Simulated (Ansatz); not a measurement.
Li$_{2}$O:
```xyz
3
Lattice="0.0000 2.2899 2.2899 2.2899 0.0000 2.2899 2.2899 2.2899 0.0000" Properties=species:S:1:pos:R:3 pbc="T T T"
O      0.0000     0.0000     0.0000
Li     1.1450     1.1450     1.1450
Li     3.4349     3.4349     3.4349
```

Relaxed with PBEsol. Special points in fractions of this cell's reciprocal vectors: Γ (0.000, 0.000, 0.000); X (0.500, 0.000, 0.500); U (0.625, 0.250, 0.625); K (0.375, 0.375, 0.750); L (0.500, 0.500, 0.500); W (0.500, 0.250, 0.750).

Question: List the band energies nearest the valence-band maximum at these points for plane-wave PAW PBEsol (Ansatz code).

Answer: In eV from the valence-band maximum; about four levels below and three above (degenerate sets whole), none deeper than 8.9 eV; … stands for higher levels left out; points with the same levels are listed once.

```tsv
k	below	above
Γ	0.00 0.00 0.00	5.34 …
X	-1.63 -1.45 -1.45	4.88 …
U	-2.11 -1.55 -1.14	6.50 11.74 …
L	-2.87 -0.47 -0.47	9.26 9.98 …
W	-1.92 -1.54 -1.54	7.14 10.51 …
```

Space group Fm-3m (anti-fluorite). The cell was relaxed with PBEsol under the symmetry of its start.

Potentials: the later of the program's two PAW sets.
